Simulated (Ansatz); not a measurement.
# CsI (CsCl-type structure)

Level of theory: DFT, PBE with spin–orbit coupling, two-component spinors; plane waves to 420 eV with PAW datasets (Ansatz 0.2.0), Γ-centred 6×6×6 mesh, 0.05 eV Gaussian smearing. The datasets are Ansatz's generated set soft_2.

```yaml
crystal:
  lattice:
    - [4.66757, 0.00000, 0.00000]
    - [0.00000, 4.66757, 0.00000]
    - [0.00000, 0.00000, 4.66757]
  atoms:
    - { symbol: Cs, position: [0.00000, 0.00000, 0.00000] }
    - { symbol: I, position: [0.50000, 0.50000, 0.50000] }
```

The start was a prototype's sites filled with these elements; the Crystallography Open Database holds the compound in this structure.

The run above is the reference. The same cell was run again with other input settings; several of them aren't fit for production, so the rows show the settings' effect and aren't properties of the material.

```tsv
keys changed	outcome	ΔE (meV/atom)	P (GPa)	gap on the mesh (eV)	cell moment (μB)	largest force component (eV/Å)	SCF iterations	rough core-seconds	new warnings
none (reference)	converged	0.0	0.0	3.46	0.00 (no moment typed)	0.000	–	–	–
hamiltonian.xc: "pbe" → "r2scan"	converged	–	-0.4	4.16	0.00 (no moment typed)	0.000	7	17	cutoff below recommended
scf.occupations.width: 0.05 → null; scf.occupations.method: "gaussian" → "tetrahedron"; basis.ecutwfc: 420 → "450 eV"; scf.eigensolver.kind: "davidson"	converged	-0.2	0.0	3.46	0.00 (no moment typed)	0.000	8	24	band table not solved further; tetrahedron derivatives may miss energy slope
kpoints.mp_grid.shift: [0.5, 0.5, 0.5]; scf.occupations.method: "gaussian" → "cold"; scf.occupations.width: 0.05 → 0.01	converged	-0.1	0.0	3.97	0.00 (no moment typed)	0.000	8	5	–
crystal.symmetry: {"detect": false}; basis.ecutwfc: 420 → "14.7 Ry"	converged	4621.7	0.2	3.40	0.00 (no moment typed)	0.000	8	50	cutoff below recommended
scf.occupations.method: "gaussian" → "tetrahedron"; scf.occupations.width: 0.05 → null; scf.mixing.preconditioner: "kerker_dos"	converged	0.0	0.0	3.46	0.00 (no moment typed)	0.000	8	10	band table not solved further; tetrahedron derivatives may miss energy slope
scf.occupations.width: 0.05 → null; scf.occupations.method: "gaussian" → "tetrahedron_uncorrected"	converged	0.0	0.0	3.46	0.00 (no moment typed)	0.000	8	11	band table not solved further
```

These changes also left energy (to 0.1 meV/atom), pressure, gap, moment and forces as in the reference: scf.mixing.preconditioner: "kerker" | scf.eigensolver.kind: "davidson"; scf.n_extra_bands: 8.

ΔE is the energy with the smearing extrapolated to zero. It is left out where the change alters the Hamiltonian or the spin treatment. The varied runs start from atomic densities (corrected by the program's trained start where that serves), with the default search for lower states unless a row changes it.

Question: What happens with these changes: scf.mixing.algorithm: "anderson"; scf.mixing.beta: 0.9; scf.mixing.ndim: 8; hamiltonian.xc: "pbe" → "r2scan"?

Answer: outcome converged, P (GPa) -0.4, gap on the mesh (eV) 4.16, cell moment (μB) 0.00 (no moment typed), largest force component (eV/Å) 0.000, SCF iterations 7, rough core-seconds 17, new warnings cutoff below recommended.

Changing scf.mixing.preconditioner only steers the path to self-consistency, so the energy stays within 0.5 meV/atom.

Of the reference: Kohn–Sham gaps of semilocal functionals lie under measured ones, often by a third or more. The relaxed cell is 7 % larger in volume than the cell of this structure in the Crystallography Open Database (47.62 Å³/atom, 1963).
